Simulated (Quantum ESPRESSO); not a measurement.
# Pd (Fm-3m) in Quantum ESPRESSO: a series of runs, part 2 of 2

Quantum ESPRESSO 7.5.

## 3. Relaxation of cell and atoms, revPBE+D2

Contents of run.py:

```python
import numpy as np
from ase.calculators.espresso import Espresso, EspressoProfile
from ase.io import read

atoms = read('POSCAR')

input_data = {
    'control': {'calculation': 'scf', 'prefix': 'pwscf', 'outdir': './tmp', 'tprnfor': True, 'tstress': True, 'disk_io': 'low'},
    'system': {'ecutwfc': 82.0, 'nbnd': 15, 'input_dft': 'revpbe', 'occupations': 'smearing', 'smearing': 'fd', 'degauss': 0.00367493, 'vdw_corr': 'grimme-d2', 'london_s6': 1.25},
    'electrons': {'conv_thr': 2e-10, 'electron_maxstep': 120, 'mixing_beta': 0.5},
}
pseudopotentials = {'Pd': 'Pd.upf'}
profile = EspressoProfile(command='pw.x', pseudo_dir='pseudo')
dft = Espresso(profile=profile, input_data=input_data, pseudopotentials=pseudopotentials, kpts=(12, 12, 12), koffset=(0, 0, 0))
atoms.calc = dft

from ase.optimize import FIRE
from ase.filters import FrechetCellFilter
done = FIRE(FrechetCellFilter(atoms), trajectory='opt.traj').run(fmax=0.02, steps=30)
print('converged', done)
print('cell (A)', np.round(atoms.cell.cellpar(), 5))
print(f'energy {atoms.get_potential_energy():.8f} eV')
print('forces (eV/A)')
print(np.round(atoms.get_forces(), 6))
print('stress (eV/A^3, Voigt)')
print(np.round(atoms.get_stress(), 8))
print(f'Fermi level {dft.get_fermi_level():.4f} eV')
```

Contents of POSCAR:

```
Pd
1.0
    0.0000000000      1.9465000000      1.9465000000
    1.9465000000      0.0000000000      1.9465000000
    1.9465000000      1.9465000000      0.0000000000
Pd
1
Direct
    0.0000000000      0.0000000000      0.0000000000
```

Potentials or basis: Ansatz NC SR PBE.

Run with:

```console
OMP_NUM_THREADS=1 python run.py
```

Standard output:

```text
Step          Energy          fmax
FIRE:    0    -3687.287494        0.219679
FIRE:    1    -3687.288627        0.130799
FIRE:    2    -3687.289206        0.015124
converged True
cell (A) [ 2.73712  2.73712  2.73712 60.      60.      60.     ]
energy -3687.28920559 eV
forces (eV/A)
[[0. 0. 0.]]
stress (eV/A^3, Voigt)
[-0.00104303 -0.00104303 -0.00104303  0.          0.         -0.        ]
Fermi level 20.3162 eV
```

espresso.pwi:

```text
&CONTROL
   calculation      = 'scf'
   tstress          = .true.
   tprnfor          = .true.
   outdir           = './tmp'
   prefix           = 'pwscf'
   disk_io          = 'low'
   pseudo_dir       = 'pseudo'
/
&SYSTEM
   nbnd             = 15
   ecutwfc          = 82.0
   occupations      = 'smearing'
   degauss          = 0.00367493
   smearing         = 'fd'
   input_dft        = 'revpbe'
   vdw_corr         = 'grimme-d2'
   london_s6        = 1.25
   ntyp             = 1
   nat              = 1
   ibrav            = 0
/
&ELECTRONS
   electron_maxstep = 120
   conv_thr         = 2e-10
   mixing_beta      = 0.5
/
&IONS
/
&CELL
/
&FCP
/
&RISM
/
ATOMIC_SPECIES
Pd 106.42 Pd.upf

K_POINTS automatic
12 12 12  0 0 0

CELL_PARAMETERS angstrom
0.00000000000000 1.93543348417984 1.93543348417984
1.93543348417984 0.00000000000000 1.93543348417984
1.93543348417984 1.93543348417984 0.00000000000000

ATOMIC_POSITIONS angstrom
Pd 0.0000000000 0.0000000000 0.0000000000
```

espresso.pwo:

```text
[... set-up lines left out ...]
     Self-consistent Calculation

     iteration #  1     ecut=    82.00 Ry     beta= 0.50
     Davidson diagonalization with overlap
     ethr =  1.00E-02,  avg # of iterations =  4.6

     total energy              =    -270.95150089 Ry
     estimated scf accuracy    <       0.21772064 Ry

     iteration #  2     ecut=    82.00 Ry     beta= 0.50
     Davidson diagonalization with overlap
     ethr =  1.21E-03,  avg # of iterations =  2.2
[... 50 lines left out ...]
     total energy              =    -271.01078165 Ry
     estimated scf accuracy    <          4.7E-10 Ry

     iteration # 10     ecut=    82.00 Ry     beta= 0.50
     Davidson diagonalization with overlap
     ethr =  2.59E-12,  avg # of iterations =  2.0

     End of self-consistent calculation

          k = 0.0000 0.0000 0.0000 (  1243 PWs)   bands (ev):

   -63.8431 -29.3354 -29.3354 -29.3354  13.0976  17.4220  17.4220  17.4220
    19.0754  19.0754  37.3828  42.2143  42.2143  42.2143  47.7870

          k = 0.0589 0.0589-0.0589 (  1243 PWs)   bands (ev):

   -63.8392 -29.3653 -29.3396 -29.3396  13.3519  17.3335  17.5089  17.5089
    19.0351  19.0351  37.6481  40.7851  42.5164  42.5164  48.5329
[... 298 lines left out ...]
   -63.7660 -29.7065 -29.5427 -29.4884  15.3183  15.6508  18.7387  19.6693
    20.4965  25.6576  31.0336  32.0153  34.0621  42.4491  45.8860

          k =-0.0000-0.4714 0.5893 (  1228 PWs)   bands (ev):

   -63.7660 -29.6720 -29.5924 -29.4747  15.5981  16.1257  18.0423  19.2643
    20.3192  27.7762  28.7809  31.3377  35.1603  42.1149  48.6683

          k =-0.7071 0.1179-0.0000 (  1218 PWs)   bands (ev):

   -63.7647 -29.7326 -29.5159 -29.4998  15.0200  15.2967  19.6633  20.0150
    20.6357  24.9222  31.2308  33.0601  33.1094  42.5908  43.6785

          k =-0.2357-0.4714 0.7071 (  1222 PWs)   bands (ev):

   -63.7794 -29.6623 -29.5160 -29.4361  16.1929  16.2172  17.2357  19.2431
    19.5639  22.9646  33.2657  33.5728  36.8350  43.7167  44.9009

          k =-0.1768-0.4125 0.6482 (  1217 PWs)   bands (ev):
[... 26 lines left out ...]
   -63.7647 -29.6872 -29.5621 -29.5015  15.5468  15.8940  18.1666  19.3791
    20.6368  27.0786  31.0410  31.4890  32.3471  43.9085  46.9027

          k =-0.7071 0.3536 0.0000 (  1216 PWs)   bands (ev):

   -63.7647 -29.6249 -29.6249 -29.5023  15.8927  16.8661  16.8661  18.9742
    20.6374  29.3742  29.3742  30.9268  32.0786  45.9573  45.9573

     the Fermi energy is    20.3162 ev

!    total energy              =    -271.01078165 Ry
     estimated scf accuracy    <          9.0E-12 Ry
     smearing contrib. (-TS)   =      -0.00141401 Ry
     internal energy E=F+TS    =    -271.00936765 Ry

     The total energy is F=E-TS. E is the sum of the following terms:
     one-electron contribution =     -76.54037898 Ry
     hartree contribution      =      51.09380004 Ry
     xc contribution           =     -42.40425250 Ry
     ewald contribution        =    -203.07860550 Ry
     Dispersion Correction     =      -0.07993070 Ry

     convergence has been achieved in  10 iterations

     Forces acting on atoms (cartesian axes, Ry/au):

     atom    1 type  1   force =     0.00000000    0.00000000    0.00000000

     Total force =     0.000000     Total SCF correction =     0.000000

     Computing stress (Cartesian axis) and pressure

          total   stress  (Ry/bohr**3)                   (kbar)     P=        1.67
   0.00001136   0.00000000  -0.00000000            1.67        0.00       -0.00
  -0.00000000   0.00001136  -0.00000000           -0.00        1.67       -0.00
  -0.00000000  -0.00000000   0.00001136           -0.00       -0.00        1.67

=------------------------------------------------------------------------------=
   JOB DONE.
=------------------------------------------------------------------------------=
```

Run time: 49 s. Hardware: 1 thread of Arm Neoverse V2, shared host; peak memory 0.08 GiB.

What came out:

| Property | Result |
| --- | --- |
| Free energy | -3687.2895 eV |
| Relaxed volume | 14.50 Å³/atom |
| Relaxed cell | a = 2.737 Å, b = 2.737 Å, c = 2.737 Å, α = 60.00°, β = 60.00°, γ = 60.00° |
| Space group after relaxing (to 0.05 Å) | Fm-3m (No. 225) |
| Energy gained by relaxing | 1.7 meV/atom |
| Ionic steps | 3 |
| Pressure after relaxing | 0.2 GPa |
| Band gap on the k mesh | none (metal or under the smearing width) |

The path:
| step | energy change (eV) | largest force (eV/Å) | pressure (GPa) | volume (Å³) |
| --- | --- | --- | --- | --- |
| 1 | 0.0000 | 0.0000 | -2.39 | 14.75 |
| 2 | -0.0011 | 0.0000 | -1.43 | 14.65 |
| 3 | -0.0017 | 0.0000 | 0.17 | 14.50 |

Final structure:
```
Pd
1.0
     0.00000    1.93543    1.93543
     1.93543    0.00000    1.93543
     1.93543    1.93543    0.00000
Pd
1
Direct
  0.00000 0.00000 0.00000
```

Levels at points of the mesh, in eV from the Fermi level:
| k point | band 6 | band 7 | band 8 | band 9 | band 10 | band 11 | band 12 | band 13 |
| --- | --- | --- | --- | --- | --- | --- | --- | --- |
| (0.00, 0.00, 0.00) | -2.89 | -2.89 | -2.89 | -1.24 | -1.24 | 17.07 | 21.90 | 21.90 |
| (0.00, 0.00, -0.50) | -2.94 | -2.94 | -0.01 | -0.01 | 1.03 | 7.51 | 16.47 | 21.18 |
| (0.00, -0.50, -0.50) | -5.22 | -0.03 | 0.32 | 0.32 | 3.40 | 10.99 | 13.34 | 13.34 |

Caveat: the potentials were made for another functional, which shifts forces and pressure; pairwise dispersion overbinds metals, which lowers pressure and volume.
